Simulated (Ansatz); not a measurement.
Ta₂N: energy along a strain

Ta₂N, P-31m, a = 5.264 Å, c = 4.913 Å. The structure is a Materials Project entry; whether it is the stable form wasn't checked. Ansatz: PBEsol, PAW, 420 eV, Γ-centred 12×12×8 mesh on 9 atoms, Gaussian smearing 0.15 eV; no spin polarisation. Cell vectors (Å): 5.264 0.000 0.000; -2.632 4.559 0.000; 0.000 0.000 4.913. The cell is strained by x per cent times the pattern (0 0 0 0 1 0) in the order xx yy zz yz xz xy (engineering shears), with fractional coordinates held. y is the free energy over the start, V0 = 13.099 Å³/atom.

| x (%) | y (meV/atom) |
| --- | --- |
| -6.00 | 29.41 |
| -4.50 | 16.44 |
| -3.00 | 7.27 |
| -1.50 | 1.81 |
| 0.00 | 0.00 |
| 1.50 | 1.79 |
| 3.00 | 7.11 |
| 4.50 | 15.92 |
| 6.00 | ? |

Question: Fit y = c2 x² + c3 x³ to the other rows, get the stiffness along the pattern, and predict the missing energy.

Answer: Least squares on the rows shown. y = 0.79921 x² − 0.0029299 x³. The clamped-ion stiffness p·C·p = 2 × 7.992 eV × 160.2 / 13.099 Å³ = 195 GPa, which is C55 in these axes. At x = 6.00 the fit asked for gives 28.14 meV/atom. The run gave 28.18 meV/atom, so the fit is 0.04 meV/atom too low, a small miss on the scale of the series.

The cell has an odd number of electrons and ran without spin polarisation, so a magnetic or disproportionated state may lie lower. Spin–orbit coupling is left out, which can shift energies with elements as heavy as these.